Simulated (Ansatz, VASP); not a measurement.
## One calculation of Sb, two programs

```xyz
1
Lattice="-1.4836 1.4836 3.0624 1.4836 -1.4836 3.0624 1.4836 1.4836 -3.0624" Properties=species:S:1:pos:R:3 pbc="T T T"
Sb    0.0000    0.0000    0.0000
```

Alike in both runs: task single point; functional PBEsol; k mesh 24 × 24 × 24; occupations gaussian, width 0.15 eV; no spin polarisation.

|  | VASP | Ansatz |
| --- | --- | --- |
| version | VASP 6.6.1 | Ansatz 0.2.0 |
| potentials or method | VASP PAW PBE potentials, release 64 (Sb) | scalar-relativistic, plane waves, PAW |
| plane-wave cutoff (eV) | 520 | 420 |
| valence electrons in the cell | 5 | 15 |

|  | VASP | Ansatz | Ansatz less VASP |
| --- | --- | --- | --- |
| gap on the k mesh at the Fermi level (eV) | none | none | - |
| pressure (GPa) | 2.5 | 2.4 | -0.12 |
| largest component of the traceless stress (GPa) | 4.82 | 4.68 | -0.143 |

A gap of «none» marks a metal or a gap that the smearing closes. The two sets of potentials don't hold the same shells in valence.

Caveats: the PAW data sets were made with another functional, which shifts forces and pressure a little (VASP). Spin-orbit coupling is left out, which matters for the levels of Sb.
